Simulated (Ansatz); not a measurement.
# Worked example: C4H9Cl + C4H11BO → C4H10O + C4H10BCl

Gas-phase species: C4H9Cl (1-chlorobutane) `CCCCCl`, singlet; C4H11BO `CCB(O)CC`, singlet; C4H10O (1-butanol) `CCCCO`, singlet; C4H10BCl (chlorodiethylborane) `CCB(Cl)CC`, singlet. The partners trade Cl for OH: C–Cl and B–OH bonds give way to C–OH and B–Cl.

Shapes, held fixed at every level: PBE0-D4/def2-TZVP. Flexible molecules stand in one conformer, not always the lowest. Programs: Ansatz 0.2.0. Electronic energies: no zero-point or thermal term.

At MP2/def2-TZVPP; 1 Eh = 2625.50 kJ/mol:

| species | energy (Eh) |
| --- | --- |
| C4H9Cl | -617.185759 |
| C4H11BO | -258.640886 |
| C4H10O | -233.193562 |
| C4H10BCl | -642.610074 |

Work out ΔE of the reaction at this level.


1. Products less reactants: (-233.193562) + (-642.610074) − [(-617.185759) + (-258.640886)] = 0.023009 Eh = +60.4 kJ/mol.

Other levels give +54.8 (CCSD/def2-SVP) to +60.3 kJ/mol (B2PLYP/def2-TZVPP). No measured value is set beside it here.
